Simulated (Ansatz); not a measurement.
Here is an Ansatz 0.2.0 calculation.

File input.yaml:

```yaml
crystal:
  lattice:
    - [0.0, 2.702, 2.702]
    - [2.702, 0.0, 2.702]
    - [2.702, 2.702, 0.0]
  atoms:
    - { symbol: Zn, position: [0.75, 0.75, 0.75] }
    - { symbol: S, position: [0.0, 0.0, 0.0] }
hamiltonian:
  xc: pbe
  pseudopotentials: { kind: paw }
kpoints:
  mp_grid: { grid: [9, 9, 9] }
scf:
  occupations: { method: fixed }
output:
  eigenvalues: true
dielectric:
  method: response
```

Potentials or basis: Ansatz PAW.

Run with:

```sh
$ ansatz run input.yaml --threads 2 --pin off --max-ram 5632MiB --backend cpu --events-out ev --progress --plain --runs-dir out
```

**Question.** Predict the electronic dielectric tensor (diagonal).

**Answer.** 5.93.

**Question.** Estimate the Born charges (mean of the diagonal).

**Answer.** Zn +1.99; S -1.99 e.

**Question.** Predict the band gap on the k mesh.

**Answer.** 2.11 eV, direct.

Born effective charge tensors (e):
atom 1, Zn
```
1.99 0.00 0.00
0.00 1.99 0.00
0.00 0.00 1.99
```
atom 2, S
```
-1.99  0.00  0.00
 0.00 -1.99  0.00
 0.00  0.00 -1.99
```

Caveat: odd divisions of the mesh miss points on the zone boundary, where band edges often lie, so the gap on the mesh can be too wide.

**Measured values to compare with.**

From “Electronic, vibrational, and thermodynamic properties of ZnS (zincblende and rocksalt structure)”, 2009, arxiv:0911.5022, for a bulk crystal of ZnS at 19 K: band gap 3.85 eV (direct).

From a printed reference work, monograph, for a bulk crystal of ZnS: high-frequency dielectric constant 5.14.

Against the measured gap of ZnS, 3.85 eV (direct; 19 K; quoted in “Electronic, vibrational, and thermodynamic properties of ZnS (zincblende and rocksalt structure)”, 2009, arxiv:0911.5022), the calculated 2.11 eV is off by -1.74 eV. The value is that of PBE, without temperature or zero-point motion. Semilocal functionals fall short of measured gaps as a rule. Measured high-frequency dielectric constant of ZnS: 5.14 (a printed reference work, monograph). This calculation gives 5.93 (+15.4 %).
